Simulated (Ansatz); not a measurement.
SiO2: ¹⁷O NMR of the central transition

Cell: a computed structure from the Materials Project (it need not be an observed phase).

Space group I-42m (No. 121); a = 12.9581, c = 5.1360 Å.

```csv
site,Wyckoff,site symmetry,x,y,z
Si1,8i,..m,0.1998,0.1998,0.7289
Si3,8g,.2.,0.1544,0.0000,0.5000
O9,8i,..m,0.4206,0.4206,0.8328
O10,16j,1,0.5752,0.2775,0.8105
O11,8i,..m,0.2339,0.2339,0.0184
```

One atom of each set is listed; the run and its k-mesh use a cell of 24 atoms with edges of 9.52, 9.52, 9.52 Å.

All values are calculated (Ansatz; DFT, PBE, plane waves and PAW (field gradients read without the response of the frozen cores, which leaves them typically 4 to 6 % off), scalar-relativistic, 420 eV cutoff, Γ-centred 4×4×4 k-points, Fermi–Dirac smearing 0.02 eV), not measured.

¹⁷O has I = 5/2 and Q = -25.58 mb (Pyykkö 2018); at 16.4 T its Larmor frequency is ν₀ = 94.7 MHz. Only the quadrupole interaction is simulated: positions count from each site's isotropic chemical shift, and J coupling is left out, as are shift anisotropy and dipolar coupling, which fast spinning averages.

Task: Simulate the second-order pattern (fast magic-angle spinning, Gaussian broadening 0.1 kHz) of site O11 (2 Si at 1.61–1.63 Å, angle 154°).

Result: The calculation gives C_Q = -6.60 MHz and η = 0.05, so ν_Q = 0.990 MHz and the centre of gravity lies at -29.2 ppm (-2.76 kHz).

offset (kHz), height and a bar:
```
   -7.213          0 
   -7.041          0 
   -6.869          4 #
   -6.697          5 #
   -6.525          5 #
   -6.352          5 #
   -6.180          5 #
   -6.008          5 #
   -5.836          5 ##
   -5.664          5 ##
   -5.492          6 ##
   -5.320          6 ##
   -5.147          6 ##
   -4.975          6 ##
   -4.803          6 ##
   -4.631          6 ##
   -4.459         20 ######
   -4.287         82 #########################
   -4.115         68 ####################
   -3.942         49 ###############
   -3.770         42 #############
   -3.598         39 ############
   -3.426         37 ###########
   -3.254         35 ###########
   -3.082         35 ##########
   -2.910         34 ##########
   -2.737         34 ##########
   -2.565         35 ##########
   -2.393         35 ###########
   -2.221         37 ###########
   -2.049         38 ###########
   -1.877         41 ############
   -1.705         44 #############
   -1.532         50 ###############
   -1.360         60 ##################
   -1.188         89 ###########################
   -1.016        100 ##############################
   -0.844         21 ######
   -0.672          0 
   -0.500          0
```

At O11 V_zz runs parallel to the line that joins its two neighbours (within 1°).

The run took 41 s of wall time (41 s of CPU time) and 0.86 GiB at its peak, on 1 thread of Intel Xeon 6975P-C (Granite Rapids) (x86_64; 16 cores open to the job, memory cap 3.0 GiB, no GPU), a shared host with a load of 0.8 a core.
